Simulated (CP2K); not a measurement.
CdS (Hawleyite):

```xyz
2
Lattice="4.1246 0.0000 0.0000 2.0623 3.5720 0.0000 2.0623 1.1907 3.3677" Properties=species:S:1:pos:R:3 pbc="T T T"
Cd    0.0000    0.0000    0.0000
S     6.1868    3.5720    2.5258
```

Base run:

| Item | Value |
| --- | --- |
| Program | CP2K 2026.2 |
| Functional | PBE |
| Potentials or basis | POTENTIAL_UZH Cd GTH-PBE-q12, S GTH-PBE-q6; TZVP-MOLOPT-PBE-GTH basis |
| Density cutoff | 6123 eV |
| k mesh | 8 × 8 × 8 |
| Occupations | fermi-dirac, width 0.05 eV |
| Spin | no spin polarisation |

Its results: band gap on the k mesh 1.14 eV, direct; pressure 3.4 GPa.

Task: The run is repeated on the same cell with these changes: functional from PBE to PBEsol; eps_default from 1.0E-10 to 1.0E-9. What comes out?

Result: Band gap on the k mesh 0.98 eV, direct; pressure 0.6 GPa.

Caveats: the basis of atomic orbitals isn't converged, which shifts pressures, moduli and gaps; the potentials were made for another functional, which shifts forces and pressure (some runs).

Not every run made on this cell is shown here.
